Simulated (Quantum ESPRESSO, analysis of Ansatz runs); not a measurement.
# A hop of O in SnO2 (P4_2/mnm), charge 0 (Quantum ESPRESSO)

Wanted: path and barrier of a jump of O in SnO2 (P4_2/mnm) at charge 0. The case: V_O hop (2.6 Å), in a cell of 72 host atoms with 1 O taken out.

Main program and level: Quantum ESPRESSO 7.5; Quantum ESPRESSO plane-wave DFT, PBEsol, GBRV 1.5 PBEsol potentials; nudged elastic band between two relaxed defect structures.

## (1) The structure

The cell holds 71 atoms: 24 Sn and 47 O. Cell: a = 9.507 Å, b = 9.507 Å, c = 9.626 Å, α = 90.0°, β = 90.0°, γ = 90.0°. It derives from SnO2 (space group P4_2/mnm). Nearest the centre at fractional (0.500, 0.500, 0.500): O44 at 1.33 Å, Sn61 at 1.58 Å, Sn67 at 1.59 Å, O64 at 2.58 Å, O70 at 2.59 Å, O12 at 2.62 Å, O18 at 2.63 Å, Sn60 at 3.35 Å.

The cell's shortest repeat is 9.5 Å.

## (2) Relaxation of the start point, charge 0

A barrier is counted from a minimum, so both ends are relaxed first. Small random displacements break the symmetry of the ideal sites, so that the defect can distort if it gains by it.

The input, pw.in:

```
&CONTROL
  calculation = 'relax'
  prefix = 'pwscf'
  outdir = './tmp'
  pseudo_dir = './pseudo'
  tprnfor = .true.
  disk_io = 'low'
  nstep = 70
  forc_conv_thr = 0.0012
  etot_conv_thr = 0.0001
/
&SYSTEM
  ibrav = 0
  nat = 71
  ntyp = 2
  ecutwfc = 36
  ecutrho = 288
  nbnd = 313
  occupations = 'fixed'
  nosym = .true.
/
&ELECTRONS
  conv_thr = 7d-08
  electron_maxstep = 100
  mixing_beta = 0.5
/
&IONS
  ion_dynamics = 'bfgs'
/
ATOMIC_SPECIES
Sn   118.7100 sn_pbesol_v1.4.uspp.F.UPF
O     15.9990 o_pbesol_v1.2.uspp.F.UPF
CELL_PARAMETERS angstrom
   9.5066964961    0.0000000000    0.0000000000
   0.0000000000    9.5066964961    0.0000000000
   0.0000000000    0.0000000000    9.6255699527
ATOMIC_POSITIONS crystal
Sn     0.2500000000    0.2500000000    0.1666666667
Sn     0.0000000000    0.0000000000    0.0000000000
O      0.0969365216    0.4030634784    0.1666666667
O      0.4030634784    0.0969365216    0.1666666667
O      0.1530634784    0.1530634784    0.0000000000
O      0.3469365216    0.3469365216    0.0000000000
Sn     0.2479623644    0.2486179379    0.4980504973
Sn     0.0000000000    0.0000000000    0.3333333333
O      0.0971321490    0.4028301861    0.4968978411
O      0.3999872991    0.0966595593    0.5006390545
O      0.1530634784    0.1530634784    0.3333333333
O      0.3452997592    0.3490833552    0.3317193879
Sn     0.2500000000    0.2500000000    0.8333333333
Sn     0.0000000000    0.0000000000    0.6666666667
O      0.0969365216    0.4030634784    0.8333333333
O      0.4030634784    0.0969365216    0.8333333333
O      0.1530634784    0.1530634784    0.6666666667
O      0.3440970147    0.3471129506    0.6680152084
Sn     0.2500000000    0.7500000000    0.1666666667
Sn     0.0000000000    0.5000000000    0.0000000000
O      0.0969365216    0.9030634784    0.1666666667
O      0.4002582047    0.5955676646    0.1662087920
O      0.1530634784    0.6530634784    0.0000000000
O      0.3469365216    0.8469365216    0.0000000000
Sn     0.2489118111    0.7497714304    0.5029168066
Sn     0.0000000000    0.5000000000    0.3333333333
O      0.0969365216    0.9030634784    0.5000000000
O      0.1510701279    0.6553778642    0.3325503892
O      0.3463862904    0.8438293576    0.3333015965
Sn     0.2500000000    0.7500000000    0.8333333333
Sn     0.0000000000    0.5000000000    0.6666666667
O      0.0969365216    0.9030634784    0.8333333333
O      0.4011716535    0.5974445868    0.8308897973
O      0.1502039815    0.6526357094    0.6654179446
O      0.3471522733    0.8498886810    0.6655863464
Sn     0.7500000000    0.2500000000    0.1666666667
Sn     0.5000000000    0.0000000000    0.0000000000
O      0.5983511654    0.4002508959    0.1664538788
O      0.9030634784    0.0969365216    0.1666666667
O      0.6530634784    0.1530634784    0.0000000000
O      0.8469365216    0.3469365216    0.0000000000
Sn     0.7472877764    0.2484639541    0.5004865229
Sn     0.5000000000    0.0000000000    0.3333333333
O      0.5986715551    0.4011249413    0.5017639964
O      0.9030634784    0.0969365216    0.5000000000
O      0.6561605771    0.1529221152    0.3327521689
O      0.8465951036    0.3448539489    0.3356505426
Sn     0.7500000000    0.2500000000    0.8333333333
Sn     0.5000000000    0.0000000000    0.6666666667
O      0.5964394485    0.4061794575    0.8333757865
O      0.9030634784    0.0969365216    0.8333333333
O      0.6531157539    0.1505987175    0.6647211019
O      0.8450446055    0.3458292295    0.6689086138
Sn     0.7500000000    0.7500000000    0.1666666667
Sn     0.5000000000    0.5000000000    0.0000000000
O      0.5969365216    0.9030634784    0.1666666667
O      0.9030634784    0.5969365216    0.1666666667
O      0.6530634784    0.6530634784    0.0000000000
O      0.8469365216    0.8469365216    0.0000000000
Sn     0.7472691031    0.7515707781    0.4998202766
Sn     0.4984897239    0.4982609778    0.3354638034
O      0.5941219983    0.9016514631    0.5002046284
O      0.9056929118    0.5984574274    0.5008445310
O      0.6520580902    0.6505981029    0.3350063362
O      0.8469365216    0.8469365216    0.3333333333
Sn     0.7500000000    0.7500000000    0.8333333333
Sn     0.4992861542    0.5023736066    0.6647376689
O      0.5969365216    0.9030634784    0.8333333333
O      0.9030634784    0.5969365216    0.8333333333
O      0.6505650279    0.6542720952    0.6651834654
O      0.8469365216    0.8469365216    0.6666666667
K_POINTS gamma
```

The run is started by

```bash
$ OMP_NUM_THREADS=1 mpirun -n 4 pw.x -in pw.in > pw.out
```

Output:

```text
[shortened: banners, details of potentials and solvers, and blank lines are left out]
     gamma-point specific algorithms are used
     one sub-group per band group will be used
     scalapack distributed-memory algorithm (size of sub-group:  2*  2 procs)
     bravais-lattice index     =            0
     lattice parameter (alat)  =      17.9651  a.u.
     unit-cell volume          =    5870.5976 (a.u.)^3
     number of atoms/cell      =           71
     number of atomic types    =            2
     number of electrons       =       618.00
     number of Kohn-Sham states=          313
     kinetic-energy cutoff     =      36.0000  Ry
     charge density cutoff     =     288.0000  Ry
     scf convergence threshold =      7.0E-08
     mixing beta               =       0.5000
     number of iterations used =            8  plain     mixing
     energy convergence thresh.=      1.0E-04
     force convergence thresh. =      1.2E-03
     Exchange-correlation= SLA  PW   PSX  PSC
                           (   1   4  10   8   0   0   0)
     nstep                     =           70
     crystal axes: (cart. coord. in units of alat)
               a(1) = (   1.000000   0.000000   0.000000 )
               a(2) = (   0.000000   1.000000   0.000000 )
               a(3) = (   0.000000   0.000000   1.012504 )
     PseudoPot. # 1 for Sn read from file:
     sn_pbesol_v1.4.uspp.F.UPF
     Pseudo is Ultrasoft + core correction, Zval = 14.0
[...]
PseudoPot. # 2 for O  read from file:
     o_pbesol_v1.2.uspp.F.UPF
     Pseudo is Ultrasoft + core correction, Zval =  6.0
[...]
atomic species   valence    mass     pseudopotential
     Sn               14.00   118.71000     Sn( 1.00)
     O                 6.00    15.99900     O ( 1.00)
     No symmetry found
     site n.     atom                  positions (alat units)
         1        Sn     tau(   1) = (   0.2500000   0.2500000   0.1687507  )
         2        Sn     tau(   2) = (   0.0000000   0.0000000   0.0000000  )
         3        O      tau(   3) = (   0.0969365   0.4030635   0.1687507  )
         4        O      tau(   4) = (   0.4030635   0.0969365   0.1687507  )
         5        O      tau(   5) = (   0.1530635   0.1530635   0.0000000  )
         6        O      tau(   6) = (   0.3469365   0.3469365   0.0000000  )
         7        Sn     tau(   7) = (   0.2479624   0.2486179   0.5042782  )
         8        Sn     tau(   8) = (   0.0000000   0.0000000   0.3375014  )
[...]
number of k points=     1
                       cart. coord. in units 2pi/alat
        k(    1) = (   0.0000000   0.0000000   0.0000000), wk =   2.0000000
     Dense  grid:   242294 G-vectors     FFT dimensions: ( 100, 100, 100)
     Smooth grid:    85691 G-vectors     FFT dimensions: (  72,  72,  72)
     Check: negative core charge=   -0.000002
     starting charge     593.9989, renormalised to     618.0000
     Self-consistent Calculation
     iteration #  1     ecut=    36.00 Ry     beta= 0.50
     total energy              =   -5324.49884939 Ry
     estimated scf accuracy    <      19.12074252 Ry
     iteration #  2     ecut=    36.00 Ry     beta= 0.50
     total energy              =   -5329.99197965 Ry
     estimated scf accuracy    <       2.95727533 Ry
     iteration #  3     ecut=    36.00 Ry     beta= 0.50
     total energy              =   -5330.34240154 Ry
     estimated scf accuracy    <       0.20119952 Ry
[...]
estimated scf accuracy    <       0.00013532 Ry
     iteration # 10     ecut=    36.00 Ry     beta= 0.50
     total energy              =   -5330.38119826 Ry
     estimated scf accuracy    <       0.00000868 Ry
[... 112 further cycles ...]
     iteration #  7     ecut=    36.00 Ry     beta= 0.50
     total energy              =   -5330.42440637 Ry
     estimated scf accuracy    <          3.1E-09 Ry
     iteration #  8     ecut=    36.00 Ry     beta= 0.50
     End of self-consistent calculation
          k = 0.0000 0.0000 0.0000 ( 10712 PWs)   bands (ev):
   -11.9228 -11.8443 -11.8213 -11.7579 -11.7419 -11.7145 -11.6467 -11.6014
   -11.5986 -11.5882 -11.5566 -11.5534 -11.5357 -11.5119 -11.5104 -11.4997
   -11.4893 -11.4436 -11.4297 -11.4241 -11.4059 -11.3951 -11.3661 -11.3571
   -11.3269 -11.2871 -11.2790 -11.2253 -11.2126 -11.1469 -11.0631 -11.0616
   -11.0531 -11.0353 -11.0333 -11.0220 -11.0125 -10.9945 -10.9831 -10.9813
   -10.9314 -10.9190 -10.9109 -10.9037 -10.9024 -10.8796 -10.8718 -10.8575
   -10.8524 -10.8385 -10.8299 -10.8294 -10.8130 -10.8054 -10.7903 -10.7840
   -10.7813 -10.7691 -10.7659 -10.7616 -10.7588 -10.7402 -10.7319 -10.7277
[...]
13.3530
     highest occupied, lowest unoccupied level (ev):     9.7226   11.7381
!    total energy              =   -5330.42440637 Ry
     estimated scf accuracy    <          4.6E-10 Ry
     The total energy is the sum of the following terms:
     one-electron contribution =   -1632.92140151 Ry
     hartree contribution      =    1293.60192833 Ry
     xc contribution           =   -1366.94915444 Ry
     ewald contribution        =   -3624.15577875 Ry
     convergence has been achieved in   8 iterations
     Forces acting on atoms (cartesian axes, Ry/au):
     atom    1 type  1   force =     0.00020211    0.00022698   -0.00028761
     atom    2 type  1   force =    -0.00068865    0.00053000    0.00030071
     atom    3 type  2   force =    -0.00010791   -0.00003627    0.00040057
     atom    4 type  2   force =    -0.00012264   -0.00038736    0.00038912
     atom    5 type  2   force =     0.00096564   -0.00006089   -0.00000712
     atom    6 type  2   force =    -0.00054172   -0.00023148    0.00011876
     atom    7 type  1   force =    -0.00153491   -0.00074620    0.00010551
     atom    8 type  1   force =     0.00053926   -0.00043080   -0.00006349
[...]
Total force =     0.005912     Total SCF correction =     0.000097
     Energy error            =      8.2E-05 Ry
     Gradient error          =      1.5E-03 Ry/Bohr
     number of scf cycles    =  14
     number of bfgs steps    =  13
     energy             old  =   -5330.4243242504 Ry
     energy             new  =   -5330.4244063685 Ry
     CASE: energy            _new < energy            _old
     new trust radius        =       0.0065975695 bohr
     new conv_thr            =       0.0000000007 Ry
ATOMIC_POSITIONS (crystal)
Sn               0.2486351716        0.2503941380        0.1663460950
Sn               0.0034545361       -0.0039833861       -0.0000253195
O                0.0963010718        0.4034352565        0.1664553029
O                0.4007546340        0.0964465445        0.1682344805
O                0.1528400305        0.1515887237       -0.0000123043
O                0.3470495443        0.3467811697       -0.0000515736
Sn               0.2480111688        0.2484131267        0.4999724944
Sn              -0.0037905154        0.0033742513        0.3319127643
[...]
Check: negative core charge=   -0.000002
     Self-consistent Calculation
     iteration #  1     ecut=    36.00 Ry     beta= 0.50
     total energy              =   -5330.42445168 Ry
     estimated scf accuracy    <       0.00003138 Ry
     iteration #  2     ecut=    36.00 Ry     beta= 0.50
     total energy              =   -5330.42445513 Ry
     estimated scf accuracy    <       0.00000497 Ry
     iteration #  3     ecut=    36.00 Ry     beta= 0.50
     total energy              =   -5330.42445609 Ry
     estimated scf accuracy    <       0.00000128 Ry
[...]
estimated scf accuracy    <       0.00000004 Ry
     iteration #  6     ecut=    36.00 Ry     beta= 0.50
     total energy              =   -5330.42445643 Ry
     estimated scf accuracy    <          7.3E-09 Ry
     iteration #  7     ecut=    36.00 Ry     beta= 0.50
     total energy              =   -5330.42445643 Ry
     estimated scf accuracy    <          1.0E-09 Ry
     iteration #  8     ecut=    36.00 Ry     beta= 0.50
     End of self-consistent calculation
          k = 0.0000 0.0000 0.0000 ( 10712 PWs)   bands (ev):
   -11.9226 -11.8446 -11.8211 -11.7577 -11.7408 -11.7143 -11.6465 -11.6014
   -11.5983 -11.5881 -11.5564 -11.5530 -11.5356 -11.5119 -11.5111 -11.5005
   -11.4902 -11.4436 -11.4291 -11.4240 -11.4061 -11.3954 -11.3660 -11.3566
   -11.3267 -11.2873 -11.2787 -11.2251 -11.2123 -11.1466 -11.0635 -11.0616
   -11.0532 -11.0353 -11.0332 -11.0220 -11.0125 -10.9946 -10.9831 -10.9813
   -10.9312 -10.9189 -10.9104 -10.9042 -10.9022 -10.8796 -10.8718 -10.8575
   -10.8523 -10.8386 -10.8297 -10.8295 -10.8133 -10.8056 -10.7900 -10.7841
   -10.7822 -10.7688 -10.7657 -10.7614 -10.7585 -10.7400 -10.7312 -10.7275
[...]
13.3531
     highest occupied, lowest unoccupied level (ev):     9.7228   11.7376
!    total energy              =   -5330.42445643 Ry
     estimated scf accuracy    <          2.0E-10 Ry
     The total energy is the sum of the following terms:
     one-electron contribution =   -1632.92688650 Ry
     hartree contribution      =    1293.60537439 Ry
     xc contribution           =   -1366.94876903 Ry
     ewald contribution        =   -3624.15417528 Ry
     convergence has been achieved in   8 iterations
     Forces acting on atoms (cartesian axes, Ry/au):
     atom    1 type  1   force =     0.00007951   -0.00002507   -0.00030562
     atom    2 type  1   force =    -0.00037152    0.00061145   -0.00002833
     atom    3 type  2   force =    -0.00001908   -0.00016033    0.00020723
     atom    4 type  2   force =    -0.00003699   -0.00029445    0.00067796
     atom    5 type  2   force =     0.00077886    0.00010530   -0.00002996
     atom    6 type  2   force =    -0.00003961    0.00019861    0.00016219
     atom    7 type  1   force =    -0.00071115   -0.00035292    0.00010241
     atom    8 type  1   force =     0.00027651   -0.00020213    0.00013231
[...]
Total force =     0.004702     Total SCF correction =     0.000060
     Energy error            =      5.0E-05 Ry
     Gradient error          =      1.0E-03 Ry/Bohr
     bfgs converged in  15 scf cycles and  14 bfgs steps
     (criteria: energy <  1.0E-04 Ry, force <  1.2E-03 Ry/Bohr)
     End of BFGS Geometry Optimization
     Final energy             =   -5330.4244564339 Ry
Begin final coordinates
ATOMIC_POSITIONS (crystal)
Sn               0.2486351716        0.2503941380        0.1663460950
Sn               0.0034545361       -0.0039833861       -0.0000253195
O                0.0963010718        0.4034352565        0.1664553029
O                0.4007546340        0.0964465445        0.1682344805
O                0.1528400305        0.1515887237       -0.0000123043
O                0.3470495443        0.3467811697       -0.0000515736
Sn               0.2480111688        0.2484131267        0.4999724944
Sn              -0.0037905154        0.0033742513        0.3319127643
[...]
End final coordinates
   JOB DONE.
```

Wall time 12 min (4 MPI ranks of Arm Neoverse V1, shared host); peak memory 1.6 GiB; 47 min of CPU time.

The steps of the relaxation:

```tsv
step	energy less that of the first step (eV)
0	0.0000
1	-0.2795
2	-0.4020
3	-0.4551
4	-0.5013
5	-0.5323
6	-0.5501
7	-0.5651
8	-0.5734
9	-0.5789
10	-0.5824
11	-0.5850
12	-0.5867
13	-0.5878
14	-0.5885
```

The atoms that moved most (Å):

```tsv
atom	dx	dy	dz	length
Sn67	0.066	-0.086	0.098	0.146
Sn25	-0.096	0.104	-0.028	0.144
O28	0.095	-0.090	0.047	0.139
Sn61	0.073	-0.046	-0.101	0.133
O35	0.062	-0.110	-0.029	0.129
O34	0.104	-0.065	-0.027	0.126
O29	0.070	-0.053	0.039	0.096
O44	-0.068	0.065	-0.018	0.095
```

Neighbours of O44 at the end:

```tsv
atom	distance (Å)
Sn61	2.038
Sn67	2.038
Sn42	2.119
O12	2.879
O18	2.880
O70	2.881
O64	2.881
O47	2.931
O46	2.932
O53	2.932
O52	2.933
```

This step gave:

| Property | Result |
| --- | --- |
| highest filled level | 9.723 eV |
| lowest empty level | 11.74 eV |
| r.m.s. move of the farther half of the atoms | 0.02453 Å |
| largest move from the ideal geometry of this structure, a common shift of the far atoms taken out | 0.1570 Å |

The relaxation gained 0.588 eV and ended with a largest force component of 0.026 eV/Å.

(Part 1 of 3 ends here.)

[Logs are printed without paths, hosts, clocks, repeated set-up lines and the standing remarks that a program may print on its own settings, such as how far it seeks lower states.]

[Hosts, paths, dates, database ids (printed as entryN), source tags and the programs' standing remarks are cut or masked in the printed files.]
